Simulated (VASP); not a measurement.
Crystal: Te.

```
Te
1.0
     5.85004    0.00000    0.00000
     0.00000    5.85004    0.00000
     0.00000    0.00000    4.79120
Te
4
Direct
  0.00000 0.00000 0.00000
  0.50000 0.50000 0.00000
  0.00000 0.50000 0.83004
  0.50000 0.00000 0.16996
```

The cell was built by a generator and needn't be a form met in nature.

- Program: VASP 6.6.1
- Task: relaxation of cell and atoms
- Functional: PBE
- Dispersion: MBD-FI
- Potentials or basis: VASP PAW PBE potentials, release 64 (Te)
- Cutoff: 600 eV
- k mesh: 4 × 4 × 5
- Occupations: fermi-dirac, width 0.05 eV
- Spin: no spin polarisation

At the start: pressure -1.2 GPa; volume 40.99 Å³/atom.

Task: How do energy, volume and symmetry change on relaxing?

Result: Over 26 steps the energy falls by 17.2 meV/atom and the volume is 36.60 Å³/atom (-10.7 %); space group P4/nmm (No. 129, to 0.05 Å).

The path:
| step | energy change (eV) | largest force (eV/Å) | pressure (GPa) | volume (Å³) |
| --- | --- | --- | --- | --- |
| 1 | 0.0000 | 0.0267 | -1.17 | 163.97 |
| 2 | -0.0101 | 0.1588 | 0.59 | 156.96 |
| 3 | -0.0161 | 0.0848 | -0.14 | 159.63 |
| 4 | -0.0161 | 0.0918 | -0.07 | 159.36 |
| 5 | -0.0258 | 0.0985 | -0.06 | 157.69 |
| 6 | -0.0507 | 0.0916 | -0.02 | 152.65 |
| 7 | -0.0565 | 0.0734 | 0.36 | 142.50 |
| 8 | -0.0646 | 0.0857 | 0.10 | 147.63 |
| 9 | -0.0651 | 0.0906 | 0.15 | 146.40 |
| 10 | -0.0651 | 0.0899 | 0.15 | 146.66 |
| 11 | -0.0649 | 0.0171 | -0.46 | 148.12 |
| 12 | -0.0660 | 0.0510 | -0.18 | 147.42 |
| 13 | -0.0660 | 0.0609 | -0.09 | 147.22 |
| 14 | -0.0673 | 0.0394 | -0.06 | 147.05 |
| 15 | -0.0679 | 0.0289 | -0.03 | 146.92 |
| 16 | -0.0684 | 0.0201 | 0.04 | 146.65 |
| 17 | -0.0678 | 0.0217 | 0.14 | 146.10 |
| 18 | -0.0686 | 0.0168 | 0.06 | 146.53 |
| 19 | -0.0686 | 0.0124 | 0.08 | 146.44 |
| 20 | -0.0675 | 0.0594 | -0.41 | 147.42 |
| 21 | -0.0688 | 0.0004 | 0.00 | 146.61 |
| 22 | -0.0688 | 0.0001 | -0.01 | 146.62 |
| 23 | -0.0689 | 0.0002 | -0.02 | 146.49 |
| 24 | -0.0689 | 0.0004 | 0.01 | 146.11 |
| 25 | -0.0688 | 0.0001 | 0.02 | 146.27 |
| 26 | -0.0688 | 0.0000 | 0.01 | 146.38 |

Final structure:
```cif
data_structure
_symmetry_space_group_name_H-M 'P 1'
_symmetry_Int_Tables_number 1
_cell_length_a 5.7920
_cell_length_b 5.7920
_cell_length_c 4.3635
_cell_angle_alpha 90.000
_cell_angle_beta 90.000
_cell_angle_gamma 90.000
_cell_volume 146.38
loop_
_atom_site_label
_atom_site_type_symbol
_atom_site_fract_x
_atom_site_fract_y
_atom_site_fract_z
_atom_site_occupancy
Te1 Te 0.00000 0.00000 0.00000 1
Te2 Te 0.50000 0.50000 0.00000 1
Te3 Te 0.00000 0.50000 0.81189 1
Te4 Te 0.50000 0.00000 0.18811 1
```
